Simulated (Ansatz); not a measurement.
# Cu: strain energy, fitted

Cu, Fm-3m, a = 3.630 Å. Ansatz: PBE, PAW, 420 eV, Γ-centred 20×20×14 mesh on 2 atoms, Gaussian smearing 0.10 eV; no spin polarisation. Series: uniaxial strain along c, with a, b and atoms relaxed; x is the strain in per cent. The axes a, b, c are those of the computed cell (2.567, 2.567, 3.630 Å), along [1 1 0], [-1 1 0], [0 0 1] of the cell named above. y is the free energy over the unstrained cell, V0 = 11.956 Å³/atom.

```
x (%) y (meV/atom)
 -6.0             ?
 -4.0          3.93
 -2.0          0.87
  0.0          0.00
  2.0          1.59
  4.0          5.75
  6.0         12.38
```

Q: Fit y = c2 x² + c3 x³ to the other rows, turn c2 into a modulus, and predict the missing energy.

A: Least squares on the rows shown. y = 0.2903 x² + 0.009800 x³. In eV per unit strain² c2 is 2.903; this is Young's modulus along the axis (E = ½ Y V0 ε²): 2 × 2.903 × 160.2 / (11.956) = 78 GPa. The unstrained cell keeps some stress along the strain, worth a slope of 0.11 meV/atom per %, which the form leaves out. With a term in x⁴ added, the coefficient of x² becomes 0.3350, 15 % more, which shows how far this figure hangs on the form. At x = -6.0 the fit asked for gives 8.33 meV/atom. The run gave 8.55 meV/atom, so the fit is 0.22 meV/atom too low, within the rms miss on the fitted rows (0.30 meV/atom).